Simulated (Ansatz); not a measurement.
Wanted: the native input for an Ansatz 0.2.0 run.

```
Task                : dielectric tensor
Functional          : revPBE
Dispersion          : D3(BJ)+ATM
Potentials or basis : all-electron PAW datasets made for the crystal
Cutoff              : 270 eV (chosen from the basis error)
Occupations         : fixed
Spin                : no spin polarisation
```

Crystal: CdSe (Cadmoselite).

```xyz
4
Lattice="4.3000 0.0000 0.0000 -2.1500 3.7239 0.0000 0.0000 0.0000 7.0200" Properties=species:S:1:pos:R:3 pbc="T T T"
Cd    2.1500    1.2413    3.5100
Cd    0.0000    2.4826    0.0000
Se    2.1500    1.2413    6.2127
Se    0.0000    2.4826    2.7027
```

One way to write it, as run:

input.yaml

```yaml
crystal:
  lattice: { a: 4.3, b: 4.3, c: 7.02, alpha: 90.0, beta: 90.0, gamma: 120.0 }
  space_group: 186
  setting: { hermann_mauguin: P63mc }
  reduce_to_primitive: true
  atoms:
    - { symbol: Cd, position: [0.6666666667, 0.3333333333, 0.5] }
    - { symbol: Se, position: [0.6666666667, 0.3333333333, 0.885] }
kpoints:
  mp_grid: { kspacing: 0.25 }
scf:
  occupations: { method: fixed }
hamiltonian:
  xc: revpbe
  dispersion: d3bjatm
  pseudopotentials: { kind: all_electron, datasets: crystal }
output: {}
dielectric: {}
```

Potentials or basis: all-electron PAW datasets made for the crystal.

Launch:

```sh
$ ansatz run input.yaml --threads 2 --pin off --max-ram 6144MiB --backend cpu --events-out ev --progress --plain --runs-dir out
```

It gave:

```
Band gap on the k mesh                  : 0.83 eV, direct
Electronic dielectric tensor (diagonal) : 6.94, 6.94, 6.98
Born charges (mean of the diagonal)     : Cd +2.20; Se -2.20 e
```

Wall time 3.3 min on 2 threads of Arm Neoverse V2, on a shared host, peak memory 2.4 GiB.
